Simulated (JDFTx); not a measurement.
# MgS (Niningerite) under changes of volume

One of the cells (17.609 Å³/atom); the others are scaled copies at fixed shape and fractional positions:

```
S Mg
1.0
     0.00000    2.60165    2.60165
     2.60165    0.00000    2.60165
     2.60165    2.60165    0.00000
S Mg
1 1
Direct
  0.50000 0.50000 0.50000
  0.00000 0.00000 0.00000
```

- Program: JDFTx 1.7.0 (patched build)
- Functional: PBE
- Potentials or basis: PseudoDojo-SR-PBE-0.5-standard
- Cutoff: 1143 eV
- Density cutoff: 4572 eV
- k mesh: 9 × 9 × 9
- Occupations: fermi-dirac, width 0.05 eV
- Spin: no spin polarisation

```tsv
volume (Å³/atom)	energy over the lowest point (meV/atom)	pressure (GPa)	gap on the mesh (eV)
16.553	26.41	6.7	3.05
16.905	13.90	4.7	3.00
17.257	5.55	2.9	2.96
17.609	1.04	1.2	2.92
17.962	0.00	-0.3	2.87
18.314	?	?	?
18.666	7.04	-2.9	2.78
```

What does the run at 18.314 Å³/atom give?

Energy over the lowest point 2.10 meV/atom; pressure -1.6 GPa; gap on the mesh 2.83 eV.

Worked out: A Birch-Murnaghan fit of order 3 (a polynomial in V^(-2/3)) to the other rows has its minimum at 17.90 Å³/atom with B0 = V·E''(V) = 74 GPa and B' = 3.9. It gives 2.09 meV/atom at 18.314 Å³/atom, against the run's 2.10, and -dE/dV = -1.6 GPa, against -1.6. A straight line through the other rows of the gap, of slope -2.23 eV per unit of ln V, gives 2.83 eV, against the run's 2.83.

Energies are extrapolated to zero smearing.

Caveats: the empty levels aren't tightly converged; an odd mesh through Γ misses points on the zone boundary, where band edges often lie.
